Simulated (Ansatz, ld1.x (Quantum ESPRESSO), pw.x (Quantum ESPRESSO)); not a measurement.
## Equation-of-state test of one PAW potential (thallium)

* Element: thallium
* Generator: ld1.x (Quantum ESPRESSO) 7.5
* Type: PAW
* Functional: PBE
* Relativity: scalar-relativistic
* Frozen core: [Xe] 4f14 5d10
* Valence charge: 3
* Reference configuration: 6s2 6p1
* Partial waves: 6s (bound): rcut 1.85, rcutus 2.10 bohr; 6s channel at 0.1 Ry: rcut 1.85, rcutus 2.10 bohr; 6p (bound): rcut 2.30, rcutus 2.75 bohr; 6p channel at 2.35 Ry: rcut 2.30, rcutus 2.75 bohr; 6d channel at 0.2 Ry: rcut 1.70, rcutus 2.25 bohr
* Local potential: all-electron potential smoothed inside 2.05 bohr (lloc = -2)
* Core correction: Bessel-smoothed model core inside 1.45 bohr
* Augmentation charge: PSQ, inside the norm-conserving radii

Crystal test: fcc Tl in pw.x 7.5, no spin, 11³ k-points, Fermi–Dirac smearing 0.01 Ry, cutoffs 40/320 Ry. The reference is all-electron LAPW (Ansatz 0.2.0) with the same functional, mesh and smearing; V0 and B0 come from Birch–Murnaghan fits to the pressures at five volumes. Errors are pseudo minus all-electron; Δ is the rms difference of the E(V) curves that follow from these fits, minima aligned, over ±6 % about the mean V0. Mesh and smearing are coarse, so the numbers serve the comparison and aren't converged zero-temperature values; the lattice is a test structure that the element need not adopt.

All-electron: a0 = 5.004 Å (V0 = 31.33 Å³/atom), B0 = 26.0 GPa.

How far does the potential miss the all-electron equation of state?

mean pressure error (GPa): -23.87. The pressure does not cross zero within the volumes sampled, so no fit is given. This is a poor potential for the solid. The pseudo pressure rises with volume over the whole range, a mechanical instability. Note: ghost state, extra bound levels that the all-electron valence spectrum of the same l lacks: d at -12.4 eV. A true bound ghost makes a file unfit for plane-wave use.

| V (Å³/atom) | P all-electron (GPa) | P pseudo (GPa) |
| --- | --- | --- |
| 29.726 | 1.58 | -26.51 |
| 30.509 | 0.74 | -25.04 |
| 31.291 | 0.03 | -23.65 |
| 32.073 | -0.57 | -22.34 |
| 32.856 | -1.09 | -21.11 |

At the middle volume, how do free energy and pressure move when the wave cutoff is lowered (ecutrho held at 320 Ry)?

| cutoff (Ry) | shift of F (meV/atom) | shift of P (GPa) |
| --- | --- | --- |
| 18 | +5803.2 | -17.43 |
| 24 | +2265.6 | -51.10 |
| 32 | +50.6 | -3.48 |

Input at the middle volume:

```
&control
  calculation='scf', prefix='x', pseudo_dir='./', outdir='./tmp', tstress=.true., disk_io='none'
/
&system
  ibrav=0, nat=1, ntyp=1, ecutwfc=40, ecutrho=320, nbnd=8,
  occupations='smearing', smearing='fd', degauss=0.01
/
&electrons
  conv_thr=1e-09, mixing_beta=0.4, electron_maxstep=70
/
ATOMIC_SPECIES
Tl 1.0 Tl.UPF
CELL_PARAMETERS angstrom
  0.00000000 2.50109286 2.50109286
  2.50109286 0.00000000 2.50109286
  2.50109286 2.50109286 0.00000000
ATOMIC_POSITIONS crystal
Tl 0.0000 0.0000 0.0000
K_POINTS automatic
11 11 11 0 0 0
```

```bash
pw.x < Tl.scf.in > Tl.scf.out
```

Lines of the output:

```
Message from routine setup:
     using ibrav=0 with symmetry is DISCOURAGED, use correct ibrav instead
     lattice parameter (alat)  =       6.6841  a.u.
     unit-cell volume          =     211.1621 (a.u.)^3
     number of electrons       =         3.00
     number of Kohn-Sham states=            8
     kinetic-energy cutoff     =      40.0000  Ry
     charge density cutoff     =     320.0000  Ry
     scf convergence threshold =      1.0E-09
     Exchange-correlation= SLA  PW   PBX  PBC
     number of k points=    56  Fermi-Dirac smearing, width (Ry)=  0.0100
     iteration #  1     ecut=    40.00 Ry     beta= 0.40
     total energy              =    -759.00881359 Ry
     estimated scf accuracy    <       1.44452974 Ry
     iteration #  2     ecut=    40.00 Ry     beta= 0.40
     total energy              =    -759.25324911 Ry
     estimated scf accuracy    <       0.00095469 Ry
     iteration #  3     ecut=    40.00 Ry     beta= 0.40
     total energy              =    -759.25375432 Ry
     estimated scf accuracy    <       0.00031492 Ry
     iteration #  4     ecut=    40.00 Ry     beta= 0.40
     total energy              =    -759.25377497 Ry
     estimated scf accuracy    <       0.00002711 Ry
     iteration #  5     ecut=    40.00 Ry     beta= 0.40
     total energy              =    -759.25377941 Ry
     estimated scf accuracy    <       0.00000035 Ry
     iteration #  6     ecut=    40.00 Ry     beta= 0.40
     total energy              =    -759.25377929 Ry
     estimated scf accuracy    <       0.00000044 Ry
     iteration #  7     ecut=    40.00 Ry     beta= 0.40
     total energy              =    -759.25377938 Ry
     estimated scf accuracy    <          6.1E-09 Ry
     iteration #  8     ecut=    40.00 Ry     beta= 0.40
     total energy              =    -759.25377938 Ry
     estimated scf accuracy    <          2.3E-09 Ry
     iteration #  9     ecut=    40.00 Ry     beta= 0.40
     the Fermi energy is    -0.4593 ev
!    total energy              =    -759.25377938 Ry
     estimated scf accuracy    <          2.2E-12 Ry
     smearing contrib. (-TS)   =      -0.01777015 Ry
     convergence has been achieved in   9 iterations
          total   stress  (Ry/bohr**3)                   (kbar)     P=     -236.49
     Message from routine punch:
     Nothing written, as per user request (disk_io='none')
```

The run at the middle volume (56 k-points, 9 iterations) took about 7.8 s on one core of a shared host (Intel(R) Xeon(R) 6975P-C, 192 threads, 1512 GiB, load 84).
